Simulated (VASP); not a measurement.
VASP inputs for NaH (strained CsCl)

INCAR

```
LCHARG = .FALSE.
LWAVE = .FALSE.
ENCUT = 520
ISIF = 2
NSW = 0
ISMEAR = 0
NELM = 120
LASPH = .TRUE.
PREC = Accurate
SIGMA = 0.01
EDIFF = 1E-7
METAGGA = R2SCAN
ALGO = Normal
NBANDS = 11
IBRION = -1
LREAL = .FALSE.
```

KPOINTS

```
KPOINTS created by Atomic Simulation Environment
0
Gamma
8 8 8
0 0 0
```

KPOINTS_OPT

```
special points
4
Reciprocal
0.0000000000 0.0000000000 0.0000000000 1
0.0000000000 0.5000000000 0.0000000000 1
0.5000000000 0.5000000000 0.0000000000 1
0.5000000000 0.5000000000 0.5000000000 1
```

POSCAR

```
Na H
 1.0000000000000000
     2.9323912064000002    0.0000000000000000    0.0000000000000000
     0.0000000000000000    2.9323912064000002    0.0000000000000000
     0.0000000000000000    0.0000000000000000    2.7933958632000002
 Na  H
   1   1
Cartesian
  0.0000000000000000  0.0000000000000000  0.0000000000000000
  1.4661956032000001  1.4661956032000001  1.3966979316000001
```

VASP ran with the recommended PBE PAW datasets (8 valence electrons in the cell).

**Question.** Predict the results.

**Answer.** gap between bands v and c 1.44 eV; least direct gap 5.27 eV; pressure 1.1 GPa.

Band v is the last that the valence electrons fill when counted band by band, and c is the next. Levels in eV from the top of v:

```csv
point,v−1,v,c,c+1
Γ,-25.53,-6.33,10.11,11.40
X,-25.52,-3.83,1.44,12.60
M,-25.50,-2.18,4.64,4.64
R,-25.65,0.00,7.30,7.30
```
